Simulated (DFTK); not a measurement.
The system is Ag.

```
Ag
1.0
     0.00000    2.04275    2.04275
     2.04275    0.00000    2.04275
     2.04275    2.04275    0.00000
Ag
1
Cartesian
  0.0000 0.0000 0.0000
```

| Item | Value |
| --- | --- |
| Program | DFTK 0.8.2 |
| Task | relaxation of cell and atoms |
| Functional | PBEsol |
| Potentials or basis | SG15 1.2 (PBE) |
| Cutoff | 1415 eV |
| k mesh | 8 × 8 × 8 |
| Occupations | fermi-dirac, width 0.05 eV |
| Spin | no spin polarisation |

At the start: pressure -2.4 GPa; volume 17.05 Å³/atom.

Q: How do energy, volume and symmetry change on relaxing?

A: Over 3 steps the energy falls by 2.7 meV/atom and the volume is 16.69 Å³/atom (-2.1 %); space group Fm-3m (No. 225, to 0.05 Å).

The path:
```
step  energy change (eV)  largest force (eV/Å)  pressure (GPa)  volume (Å³)
   1              0.0000                0.0000           -2.36        17.05
   2             -0.0020                0.0000           -1.24        16.87
   3             -0.0027                0.0000            0.07        16.69
```

Final structure:
```
Ag
1.0
     0.00000    2.02816    2.02816
     2.02816    0.00000    2.02816
     2.02816    2.02816    0.00000
Ag
1
Direct
  0.00000 0.00000 0.00000
```

Caveat: the potentials were made for another functional, which shifts forces and pressure.
